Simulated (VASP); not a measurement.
# Ru (P6_3/mmc) in VASP: notebook

The runs below take Ru through single point, with PBEsol.

Program: VASP 6.6.1. These are calculated values, not measurements. Logs are shortened: lines on timing, memory, paths and dates and some standing lists are left out, and cuts for length are marked.

### 1 The undisturbed crystal

Symmetry: P6_3/mmc, No. 194, hexagonal system. The conventional cell has a = 2.706 Å, b = 2.706 Å, c = 4.282 Å, α = 90.00°, β = 90.00°, γ = 120.00°. Around Ru (site symmetry -6m2) lie 12 Ru at 2.65 to 2.71 Å.

### 2 Single point, PBEsol (grid = ENCUT=400 dk=0.35 cell=3x3x2 ISMEAR=1 SIGMA=0.02 LREAL=Auto EDIFF=1e-06)

The input, INCAR:

```
SYSTEM = Ru
PREC = Accurate
ENCUT = 400
EDIFF = 1E-6
ISMEAR = 1
SIGMA = 0.02
LREAL = Auto
LASPH = .TRUE.
NELM = 120
ALGO = Fast
ISIF = 2
LWAVE = .FALSE.
LCHARG = .FALSE.
GGA = PS
NBANDS = 288
NCORE = 1
KPAR = 2
```

The input, KPOINTS:

```
Automatic mesh
0
G
  3 3 3
  0 0 0
```

The input, POSCAR:

```
Ru
1.0
    8.1174000000      0.0000000000      0.0000000000
   -4.0587000000      7.0298746128      0.0000000000
    0.0000000000      0.0000000000      8.5638000000
Ru
36
Direct
    0.2222222222      0.1111111111      0.3750000000
    0.2222222222      0.1111111111      0.8750000000
    0.2222222222      0.4444444444      0.3750000000
    0.2222222222      0.4444444444      0.8750000000
    0.2222222222      0.7777777778      0.3750000000
    0.2222222222      0.7777777778      0.8750000000
    0.5555555556      0.1111111111      0.3750000000
    0.5555555556      0.1111111111      0.8750000000
    0.5555555556      0.4444444444      0.3750000000
    0.5555555556      0.4444444444      0.8750000000
    0.5555555556      0.7777777778      0.3750000000
    0.5555555556      0.7777777778      0.8750000000
    0.8888888889      0.1111111111      0.3750000000
    0.8888888889      0.1111111111      0.8750000000
    0.8888888889      0.4444444444      0.3750000000
    0.8888888889      0.4444444444      0.8750000000
    0.8888888889      0.7777777778      0.3750000000
    0.8888888889      0.7777777778      0.8750000000
    0.1111111111      0.2222222222      0.1250000000
    0.1111111111      0.2222222222      0.6250000000
    0.1111111111      0.5555555556      0.1250000000
    0.1111111111      0.5555555556      0.6250000000
    0.1111111111      0.8888888889      0.1250000000
    0.1111111111      0.8888888889      0.6250000000
    0.4444444444      0.2222222222      0.1250000000
    0.4444444444      0.2222222222      0.6250000000
    0.4444444444      0.5555555556      0.1250000000
    0.4444444444      0.5555555556      0.6250000000
    0.4444444444      0.8888888889      0.1250000000
    0.4444444444      0.8888888889      0.6250000000
    0.7777777778      0.2222222222      0.1250000000
    0.7777777778      0.2222222222      0.6250000000
    0.7777777778      0.5555555556      0.1250000000
    0.7777777778      0.5555555556      0.6250000000
    0.7777777778      0.8888888889      0.1250000000
    0.7777777778      0.8888888889      0.6250000000
```

Potentials or basis: VASP PAW PBE potentials, release 64 (Ru_pv).

Command:

```bash
cat potpaw_PBE.64/Ru_pv/POTCAR > POTCAR
mpirun -np 4 vasp_std > vasp.out
```

OUTCAR:

```text
SYSTEM = Ru
   PREC = Accurate
   ENCUT = 400
   EDIFF = 1E-6
   ISMEAR = 1
   LREAL = Auto
   LASPH = .TRUE.
   NELM = 120
   ISIF = 2
   GGA = PS

 Found      6 irreducible k-points:

 Following reciprocal coordinates:
            Coordinates               Weight
  0.000000  0.000000  0.000000      1.000000
  0.333333  0.000000  0.000000      6.000000
  0.333333  0.333333  0.000000      2.000000
  0.000000  0.000000  0.333333      2.000000
  0.333333  0.000000  0.333333     12.000000
  0.333333  0.333333  0.333333      4.000000
   k-points           NKPTS =      6   k-points in BZ     NKDIM =      6   number of bands    NBANDS=    288
   number of dos      NEDOS =    301   number of ions     NIONS =     36
   total plane-waves  NPLWV = 163296
   dimension x,y,z NGX =    54 NGY =   54 NGZ =   56
   dimension x,y,z NGXF=   108 NGYF=  108 NGZF=  112
   ions per type =              36
   NGX,Y,Z   is equivalent  to a cutoff of  11.06, 11.06, 10.87 a.u.
   NGXF,Y,Z  is equivalent  to a cutoff of  22.12, 22.12, 21.74 a.u.
 SYSTEM =  Ru
   PREC   = accura    normal or accurate (medium, high low for compatibility)
   ISTART =      0    job   : 0-new  1-cont  2-samecut
   ICHARG =      2    charge: 1-file 2-atom 10-const
   ISPIN  =      1    spin polarized calculation?
   LNONCOLLINEAR =      F non collinear calculations
   LSORBIT =      F    spin-orbit coupling
   LASPH  =      T    aspherical Exc in radial PAW
   ENCUT  =  400.0 eV  29.40 Ry    5.42 a.u.  13.24 13.24 13.97*2*pi/ulx,y,z
   NELM   =    120;   NELMIN=  2; NELMDL= -5     # of ELM steps
   EDIFF  = 0.1E-05   stopping-criterion for ELM
   LREAL  =      T    real-space projection
   EDIFFG = 0.1E-04   stopping-criterion for IOM
   NSW    =      0    number of steps for IOM
   IBRION =     -1    ionic relax: 0-MD 1-quasi-New 2-CG
   NFREE  =      0    steps in history (QN), initial steepest desc. (CG)
   ISIF   =      2    stress and relaxation
   ISYM   =      2    0-nonsym 1-usesym 2-fastsym
   POTIM  = 0.5000    time-step for ionic-motion
   TEBEG  =    0.0;   TEEND  =   0.0 temperature during run
   PSTRESS=    0.0 pullay stress
   NELECT =     504.0000    total number of electrons
   NUPDOWN=      -1.0000    fix difference up-down
   EMIN   =  10.00;   EMAX   =-10.00  energy-range for DOS
   EFERMI =   0.00;   METHOD = LEGACY
   ISMEAR =     1;   SIGMA  =   0.02  broadening in eV -4-tet -1-fermi 0-gaus
   EFERMI_NEDOS =   21; number of points for ismear=-14 and -15
   IALGO  =     68    algorithm
   IMIX   =      4    mixing-type and parameters
     AMIX     =   0.40;   BMIX     =  1.00
     AMIX_MAG =   1.60;   BMIX_MAG =  1.00
  volume/ion in A,a.u.               =      13.57        91.61
  Fermi-wavevector in a.u.,A,eV,Ry     =   1.654022  3.125649 37.222674  2.735789
  Thomas-Fermi vector in A             =   2.742361
   LORBIT       =      0    0 simple, 1 ext, 2 COOP (PROOUT), +10 PAW based schemes
   GGA     = PS    functional components
   LHFCALC =     F    Hartree Fock is set to
   AEXX    =    0.0000 exact exchange contribution
   IVDW    =     0    specifies the selected vdW correction
   LEPSILON=     F    determine dielectric tensor
   LRPA    =     F    only Hartree local field effects (RPA)
 non-spin polarized calculation
 RMM-DIIS sequential band-by-band and
 Methfessel and Paxton  Order N= 1 SIGMA  =   0.02
  energy-cutoff  :      400.00
  volume of cell :      488.69
 maximum number of plane-waves:      8889
 NGX is ok and might be reduce to    54
   NGX = 27   NGY = 27   NGZ = 27

 number of electron     504.0000132 magnetization

 Free energy of the ion-electron system (eV)
  ---------------------------------------------------
  ext. energy  EPLUGINS =         0.00000000
  ---------------------------------------------------
  free energy    TOTEN  =      -366.31442866 eV

  energy without entropy =     -366.31199430  energy(sigma->0) =     -366.31361721

 E-fermi :  12.7719     XC(G=0): -14.2824

 val. band max:       12.6905782646   @ k =   0.3333   0.3333   0.0000
 cond. band min:      12.7739118194   @ k =   0.3333   0.3333   0.3333
 fundamental gap:      0.0833335548
 Fermi energy:        12.7719317325

 k-point     1 :       0.0000    0.0000    0.0000
  band No.  band energies     occupation
      1     -30.8924      2.00000
      2     -30.6592      2.00000
      3     -30.6592      2.00000
      4     -30.6592      2.00000
      5     -30.6592      2.00000
      6     -30.6449      2.00000
[... 256 lines left out ...]
    263      13.3639      0.00000
    264      13.3639      0.00000

 k-point     2 :       0.3333    0.0000    0.0000
  band No.  band energies     occupation
      1     -30.8508      2.00000
      2     -30.7812      2.00000
      3     -30.7812      2.00000
      4     -30.7353      2.00000
      5     -30.7110      2.00000
      6     -30.7110      2.00000
[... 256 lines left out ...]
    263      13.4201      0.00000
    264      13.5529      0.00000

 k-point     3 :       0.3333    0.3333    0.0000
  band No.  band energies     occupation
      1     -30.7737      2.00000
      2     -30.7737      2.00000
      3     -30.7737      2.00000
      4     -30.7737      2.00000
      5     -30.7737      2.00000
      6     -30.7737      2.00000
[... 256 lines left out ...]
    263      13.8907      0.00000
    264      13.8920      0.00000

 k-point     4 :       0.0000    0.0000    0.3333
  band No.  band energies     occupation
      1     -30.8197      2.00000
      2     -30.6929      2.00000
      3     -30.6929      2.00000
      4     -30.6929      2.00000
      5     -30.6929      2.00000
      6     -30.6929      2.00000
[... 256 lines left out ...]
    263      13.2353      0.00000
    264      13.2357      0.00000

 k-point     5 :       0.3333    0.0000    0.3333
  band No.  band energies     occupation
      1     -30.8041      2.00000
      2     -30.7857      2.00000
      3     -30.7538      2.00000
      4     -30.7341      2.00000
      5     -30.7341      2.00000
      6     -30.7013      2.00000
[... 256 lines left out ...]
    263      13.2949      0.00000
    264      13.2949      0.00000

 k-point     6 :       0.3333    0.3333    0.3333
  band No.  band energies     occupation
      1     -30.7907      2.00000
      2     -30.7907      2.00000
      3     -30.7907      2.00000
      4     -30.7412      2.00000
      5     -30.7412      2.00000
      6     -30.7412      2.00000
[... 256 lines left out ...]
    263      13.5069      0.00000
    264      13.5069      0.00000
 [bands above 264 left out]

------------------------ aborting loop because EDIFF is reached ----------------------------------------

  FORCE on cell =-STRESS in cart. coord.  units (eV):
  Direction    XX          YY          ZZ          XY          YZ          ZX
  --------------------------------------------------------------------------------------
  -------------------------------------------------------------------------------------
  Total      -22.0058245    -22.0058245    -23.9450377      0.0000000      0.0000000      0.0000000
  in kB      -72.1468185    -72.1468185    -78.5045927      0.0000000      0.0000000      0.0000000
  external PRESSURE =     -74.2660766 kB  Pullay stress =       0.0000000 kB

 VOLUME and BASIS-vectors are now :
 -----------------------------------------------------------------------------
  energy-cutoff  :      400.00
  volume of cell :      488.69
      direct lattice vectors                 reciprocal lattice vectors
     8.117400000  0.000000000  0.000000000     0.123192155  0.071125024  0.000000000
    -4.058700000  7.029874613  0.000000000     0.000000000  0.142250048  0.000000000
     0.000000000  0.000000000  8.563800000     0.000000000  0.000000000  0.116770592

 POSITION                                       TOTAL-FORCE (eV/Angst)
 -----------------------------------------------------------------------------------
      1.35290      0.78110      3.21143        -0.000000      0.000000      0.000000
      1.35290      0.78110      7.49333        -0.000000     -0.000000      0.000000
      0.00000      3.12439      3.21143        -0.000000     -0.000000      0.000000
      0.00000      3.12439      7.49333        -0.000000     -0.000000     -0.000000
     -1.35290      5.46768      3.21143        -0.000000      0.000000      0.000000
     -1.35290      5.46768      7.49333        -0.000000     -0.000000     -0.000000
[... 28 lines left out ...]
      2.70580      6.24878      1.07048         0.000000     -0.000000     -0.000000
      2.70580      6.24878      5.35238         0.000000      0.000000      0.000000
 -----------------------------------------------------------------------------------
    total drift:                                0.000000      0.000000      0.000000

  FREE ENERGIE OF THE ION-ELECTRON SYSTEM (eV)
  ---------------------------------------------------
  free  energy   TOTEN  =      -366.3144286608 eV

  energy  without entropy=     -366.3119942996  energy(sigma->0) =     -366.31361721
```

Wall time 9.7 min (4 MPI ranks of Intel Xeon Platinum 8488C (Sapphire Rapids), shared host); peak memory 0.43 GiB.

The run converged, but some of its settings lie outside the range that counts as converged, so its numbers aren't taken as properties of the crystal.

Results:

| Property | Result |
| --- | --- |
| Free energy | -366.3144 eV |
| Pressure | -7.4 GPa |
| Band gap on the k mesh | none (metal or under the smearing width) |

Caveat: the PAW data sets were made with another functional, which shifts forces and pressure a little.

### 3 Single point, PBEsol (grid = ENCUT=460 dk=0.35 cell=3x3x2 ISMEAR=1 SIGMA=0.1 LREAL=Auto EDIFF=1e-06)

INCAR: that of step 2 with these lines changed.

```diff
@@ -2,6 +2,6 @@
 PREC = Accurate
-ENCUT = 400
+ENCUT = 460
 EDIFF = 1E-6
 ISMEAR = 1
-SIGMA = 0.02
+SIGMA = 0.1
 LREAL = Auto
```

KPOINTS is that of step 2.

POSCAR is that of step 2.

Potentials or basis: VASP PAW PBE potentials, release 64 (Ru_pv).

Command:

```bash
cat potpaw_PBE.64/Ru_pv/POTCAR > POTCAR
mpirun -np 4 vasp_std > vasp.out
```

OUTCAR:

```text
SYSTEM = Ru
   PREC = Accurate
   ENCUT = 460
   EDIFF = 1E-6
   ISMEAR = 1
   LREAL = Auto
   LASPH = .TRUE.
   NELM = 120
   ISIF = 2
   GGA = PS

 Found      6 irreducible k-points:

 Following reciprocal coordinates:
            Coordinates               Weight
  0.000000  0.000000  0.000000      1.000000
  0.333333  0.000000  0.000000      6.000000
  0.333333  0.333333  0.000000      2.000000
  0.000000  0.000000  0.333333      2.000000
  0.333333  0.000000  0.333333     12.000000
  0.333333  0.333333  0.333333      4.000000
   k-points           NKPTS =      6   k-points in BZ     NKDIM =      6   number of bands    NBANDS=    288
   number of dos      NEDOS =    301   number of ions     NIONS =     36
   total plane-waves  NPLWV = 216000
   dimension x,y,z NGX =    60 NGY =   60 NGZ =   60
   dimension x,y,z NGXF=   120 NGYF=  120 NGZF=  120
   ions per type =              36
   NGX,Y,Z   is equivalent  to a cutoff of  12.29, 12.29, 11.65 a.u.
   NGXF,Y,Z  is equivalent  to a cutoff of  24.58, 24.58, 23.30 a.u.
 SYSTEM =  Ru
   PREC   = accura    normal or accurate (medium, high low for compatibility)
   ISTART =      0    job   : 0-new  1-cont  2-samecut
[... 67 lines left out ...]
      1     -30.8923      2.00000
      2     -30.6596      2.00000
      3     -30.6596      2.00000
      4     -30.6596      2.00000
      5     -30.6596      2.00000
      6     -30.6454      2.00000
[... 1591 lines left out ...]
    263      13.5072     -0.00000
    264      13.5072     -0.00000
 [bands above 264 left out]

------------------------ aborting loop because EDIFF is reached ----------------------------------------

  FORCE on cell =-STRESS in cart. coord.  units (eV):
  Direction    XX          YY          ZZ          XY          YZ          ZX
  --------------------------------------------------------------------------------------
  -------------------------------------------------------------------------------------
  Total      -19.9360374    -19.9360374    -21.7719930     -0.0000000      0.0000000      0.0000000
  in kB      -65.3609535    -65.3609535    -71.3801944     -0.0000000      0.0000000      0.0000000
  external PRESSURE =     -67.3673671 kB  Pullay stress =       0.0000000 kB

 VOLUME and BASIS-vectors are now :
 -----------------------------------------------------------------------------
  energy-cutoff  :      460.00
  volume of cell :      488.69
      direct lattice vectors                 reciprocal lattice vectors
     8.117400000  0.000000000  0.000000000     0.123192155  0.071125024  0.000000000
    -4.058700000  7.029874613  0.000000000     0.000000000  0.142250048  0.000000000
     0.000000000  0.000000000  8.563800000     0.000000000  0.000000000  0.116770592

 POSITION                                       TOTAL-FORCE (eV/Angst)
 -----------------------------------------------------------------------------------
      1.35290      0.78110      3.21143        -0.000000     -0.000000      0.000000
      1.35290      0.78110      7.49333        -0.000000      0.000000     -0.000000
      0.00000      3.12439      3.21143        -0.000000      0.000000      0.000000
      0.00000      3.12439      7.49333        -0.000000     -0.000000     -0.000000
     -1.35290      5.46768      3.21143        -0.000000     -0.000000      0.000000
     -1.35290      5.46768      7.49333        -0.000000     -0.000000      0.000000
[... 28 lines left out ...]
      2.70580      6.24878      1.07048         0.000000     -0.000000      0.000000
      2.70580      6.24878      5.35238         0.000000      0.000000      0.000000
 -----------------------------------------------------------------------------------
    total drift:                                0.000000      0.000000      0.000000

  FREE ENERGIE OF THE ION-ELECTRON SYSTEM (eV)
  ---------------------------------------------------
  free  energy   TOTEN  =      -366.3194216560 eV

  energy  without entropy=     -366.3443213760  energy(sigma->0) =     -366.32772156
```

OSZICAR:

```text
N       E                     dE             d eps       ncg     rms          rms(c)
DAV:   1     0.659840260318E+04    0.65984E+04   -0.28065E+05  3536   0.179E+03
DAV:   2    -0.310409942756E+02   -0.66294E+04   -0.64824E+04  3504   0.599E+02
DAV:   3    -0.373783491748E+03   -0.34274E+03   -0.32178E+03  4528   0.123E+02
DAV:   4    -0.394606962063E+03   -0.20823E+02   -0.20296E+02  4328   0.226E+01
DAV:   5    -0.395320648342E+03   -0.71369E+00   -0.70293E+00  4176   0.375E+00    0.819E+01
RMM:   6    -0.367560387291E+03    0.27760E+02   -0.79935E+01  3478   0.219E+01    0.209E+01
RMM:   7    -0.366225106170E+03    0.13353E+01   -0.26656E+01  3692   0.869E+00    0.316E+00
RMM:   8    -0.366313775259E+03   -0.88669E-01   -0.31159E+00  3916   0.301E+00    0.275E+00
RMM:   9    -0.366321751385E+03   -0.79761E-02   -0.79402E-01  4082   0.121E+00    0.851E-01
RMM:  10    -0.366315815687E+03    0.59357E-02   -0.11209E-01  3951   0.748E-01    0.152E-01
RMM:  11    -0.366318758433E+03   -0.29427E-02   -0.33042E-02  4281   0.209E-01    0.103E-01
RMM:  12    -0.366319232338E+03   -0.47390E-03   -0.53099E-03  4790   0.852E-02    0.224E-02
RMM:  13    -0.366319360666E+03   -0.12833E-03   -0.14092E-03  4582   0.388E-02    0.101E-02
RMM:  14    -0.366319396542E+03   -0.35876E-04   -0.38405E-04  4839   0.167E-02    0.560E-03
RMM:  15    -0.366319415314E+03   -0.18771E-04   -0.12640E-04  3771   0.827E-03    0.108E-03
RMM:  16    -0.366319419710E+03   -0.43960E-05   -0.44875E-05  2911   0.344E-03    0.835E-04
RMM:  17    -0.366319421220E+03   -0.15097E-05   -0.16615E-05  2100   0.160E-03    0.430E-04
RMM:  18    -0.366319421656E+03   -0.43637E-06   -0.52764E-06  2073   0.112E-03
   1 F= -.36631942E+03 E0= -.36632772E+03  d E =0.248997E-01
```

stdout:

```text
POSCAR found type information on POSCAR Ru
 POSCAR found :  1 types and      36 ions
 scaLAPACK will be used
 -----------------------------------------------------------------------------
|                                                                             |
|                                                                             |
|     You enforced a specific xc type in the INCAR file but a different       |
|     I HOPE YOU KNOW WHAT YOU ARE DOING!                                     |
|                                                                             |
 -----------------------------------------------------------------------------

 LDA part: xc-table for (Slater+PW92), standard interpolation
 POSCAR, INCAR and KPOINTS ok, starting setup
 FFT: planning ... GRIDC
 FFT: planning ... GRID_SOFT
 FFT: planning ... GRID
 WAVECAR not read
 entering main loop
```

Run time: 6.7 min. Hardware: 4 MPI ranks of Intel Xeon Platinum 8488C (Sapphire Rapids), shared host; peak memory 0.49 GiB.

These settings aren't checked as converged: the numbers below hold their error.

Results:

* Free energy: -366.3194 eV
* Pressure: -6.7 GPa
* Band gap on the k mesh: none (metal or under the smearing width)

Caveat: the PAW data sets were made with another functional, which shifts forces and pressure a little.

### 4 Single point, PBEsol (grid = ENCUT=650 dk=0.35 cell=3x3x2 ISMEAR=1 SIGMA=0.1 LREAL=Auto EDIFF=1e-06)

INCAR: that of step 3 with these lines changed.

```diff
@@ -2,3 +2,3 @@
 PREC = Accurate
-ENCUT = 460
+ENCUT = 650
 EDIFF = 1E-6
```

KPOINTS is that of step 3.

POSCAR is that of step 3.

Command:

```bash
cat potpaw_PBE.64/Ru_pv/POTCAR > POTCAR
mpirun -np 4 vasp_std > vasp.out
```

Run time: 11 min. Hardware: 4 MPI ranks of Intel Xeon Platinum 8488C (Sapphire Rapids), shared host; peak memory 0.73 GiB.

The run converged, but some of its settings lie outside the range that counts as converged, so its numbers aren't taken as properties of the crystal.

What came out:

```
Free energy            : -366.3310 eV
Pressure               : -6.6 GPa
Band gap on the k mesh : none (metal or under the smearing width)
```

Caveat: the PAW data sets were made with another functional, which shifts forces and pressure a little.
